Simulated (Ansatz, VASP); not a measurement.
LiF: VASP beside Ansatz

INCAR

```
SYSTEM = LiF
PREC     = Accurate       ! precision mode
ENCUT    = 520            ! plane-wave cutoff, eV
EDIFF    = 1E-6           ! SCF threshold, eV
ISMEAR   = 0              ! smearing method
SIGMA    = 0.02           ! smearing width, eV
LREAL    = .FALSE.        ! projectors in reciprocal space
LASPH    = .TRUE.         ! aspherical terms in the spheres
NELM     = 100            ! most SCF steps
ALGO     = Normal         ! electronic algorithm
ISIF     = 2              ! what is computed and relaxed
LWAVE    = .FALSE.        ! write WAVECAR
LCHARG   = .TRUE.         ! write CHGCAR
GGA      = PE             ! functional
LELF     = .TRUE.         ! ELF
LVHAR    = .TRUE.       
NBANDS   = 30             ! bands
```

Contents of KPOINTS:

```
Automatic mesh
0
G
  4 4 8
  0 0 0
```

The input POSCAR:

```
LiF
1.0
    5.5843981471      0.0000000000      0.0000000000
    0.0000000000      5.5843981471      0.0000000000
    0.0000000000      0.0000000000      2.9346080016
Li F
4 4
Direct
    0.1015344207      0.3339169789      0.2457606014
    0.8984655793      0.6660830211      0.7457606014
    0.6660830211      0.1015344207      0.9957606014
    0.3339169789      0.8984655793      0.4957606014
    0.3267848078      0.1231954191      0.0042393986
    0.6732151922      0.8768045809      0.5042393986
    0.8768045809      0.3267848078      0.7542393986
    0.1231954191      0.6732151922      0.2542393986
```

Input for Ansatz:

```yaml
crystal:
  lattice:
    - [5.5843981471, 0.0, 0.0]
    - [0.0, 5.5843981471, 0.0]
    - [0.0, 0.0, 2.9346080016]
  atoms:
    - { symbol: Li, position: [0.1015344207, 0.3339169789, 0.2457606014] }
    - { symbol: Li, position: [0.8984655793, 0.6660830211, 0.7457606014] }
    - { symbol: Li, position: [0.6660830211, 0.1015344207, 0.9957606014] }
    - { symbol: Li, position: [0.3339169789, 0.8984655793, 0.4957606014] }
    - { symbol: F, position: [0.3267848078, 0.1231954191, 0.0042393986] }
    - { symbol: F, position: [0.6732151922, 0.8768045809, 0.5042393986] }
    - { symbol: F, position: [0.8768045809, 0.3267848078, 0.7542393986] }
    - { symbol: F, position: [0.1231954191, 0.6732151922, 0.2542393986] }
basis:
  ecutwfc: 420
kpoints:
  mp_grid: { grid: [4, 4, 8] }
  band_path:
    path:
      - [[0.0, 0.0, 0.0], [0.0, 0.5, 0.0], [0.5, 0.5, 0.0], [0.0, 0.0, 0.0], [0.0, 0.0, 0.5], [0.0, 0.5, 0.5], [0.5, 0.5, 0.5], [0.0, 0.0, 0.5]]
      - [[0.0, 0.5, 0.0], [0.0, 0.5, 0.5]]
      - [[0.5, 0.5, 0.0], [0.5, 0.5, 0.5]]
    npoints: 14
hamiltonian:
  xc: pbe
scf:
  occupations: { method: gaussian, width: 0.02 }
  n_extra_bands: 20
output:
  forces: true
  stress: true
  eigenvalues: true
  populations: true
  dos: { projected: true, de: 0.02, nscf_kmesh: { grid: [6, 6, 12] } }
  bader: true
  write_density: true
  write_potential: true
  elf: true
  volumetric_format: npy
```

The cell was built by a generator and needn't be a form met in nature.

Alike in both runs: task single point; functional PBE; k mesh 4 × 4 × 8; occupations gaussian, width 0.02 eV; no spin polarisation.

|  | VASP | Ansatz |
| --- | --- | --- |
| version | VASP 6.6.1 | Ansatz 0.2.0 |
| potentials or method | VASP PAW PBE potentials, release 64 (Li_sv, F) | scalar-relativistic, plane waves, PAW |
| plane-wave cutoff (eV) | 520 | 420 |
| valence electrons in the cell | 40 | 40 |

Ansatz gave:

```
gap on the k mesh at the Fermi level (eV) : 6.99
least direct gap on the mesh (eV)         : 6.99
rms of the force components (eV/Å)        : 0.001
```

**Question.** Which values does VASP return?

**Answer.** gap on the k mesh at the Fermi level (eV): 6.98; least direct gap on the mesh (eV): 6.98; rms of the force components (eV/Å): 0.004.

Atom by atom the forces differ by 0.005 eV/Å (rms over components).

 A k mesh can miss the band edges.
